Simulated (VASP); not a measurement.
# BN: optical spectrum of independent particles, by functional

BN, Fmm2 (no. 42), 2 atoms in the cell.

| Functional | ε at zero frequency, electronic | Mean energy of the absorption, weighted by Im ε (eV) | Refractive index at 633 nm | Refractive index at 1064 nm | Direct gap on the mesh (eV) | Time (s) |
|---|---|---|---|---|---|---|
| PBE | 4.05 | 11.45 | 2.07 | 2.03 | 4.80 | 8.5 |
| LDA | 4.18 | 11.26 | 2.11 | 2.07 | 4.66 | 7.5 |
| PBEsol | 4.13 | 11.35 | 2.09 | 2.05 | 4.74 | 7.8 |
| r2SCAN | 3.71 | 12.11 | 1.97 | 1.94 | 5.43 | 50 |
| TB-mBJ | 3.19 | 13.07 | 1.81 | 1.79 | 6.53 | 58 |
| TPSS | 3.94 | 11.67 | 2.04 | 2.00 | 4.96 | 50 |

Limits: The 8×8×8 mesh is coarse for a spectrum: peaks stand apart that a denser mesh merges; the pull between electron and hole is left out; rows 1, 2, 3, 4, 6: the onset follows the functional's gap, which semilocal functionals usually make too small; ε is the mean of a tensor that differs by direction.

## Input of the first row

INCAR:
```
SYSTEM = BN
PREC = Accurate
ENCUT = 460
ISMEAR = 0
SIGMA = 0.02
EDIFF = 1E-7
LASPH = .True.
KPAR = 4
LWAVE = .True.
LCHARG = .False.
LOPTICS = .True.
ALGO = Normal
NBANDS = 20
NEDOS = 2000
CSHIFT = 0.1
GGA = PE
```

KPOINTS:
```
k-points
0
Gamma
  8 8 8
```

POSCAR:
```
BN
1.0
    0.0000000000      3.4953158300      2.1660912400
    1.2516321000      0.0000000000      2.1660912400
    1.2516321000      3.4953158300      0.0000000000
N B
1 1
Direct
    0.6666513400      0.6666513400      0.3333486600
    0.0000486500      0.0000486500      0.9999513500
```

Commands:
```
cat potpaw_PBE.64/N/POTCAR potpaw_PBE.64/B/POTCAR > POTCAR
mpirun -np 4 vasp_std > vasp.out
```

Changes of the last row against the first:
```
- GGA = PE
+ METAGGA = TPSS
+ LMIXTAU = True
```

VASP 6.6.1 took 8.5 s on 4 cores (AMD EPYC 9R45 (Zen 5)), a shared host.
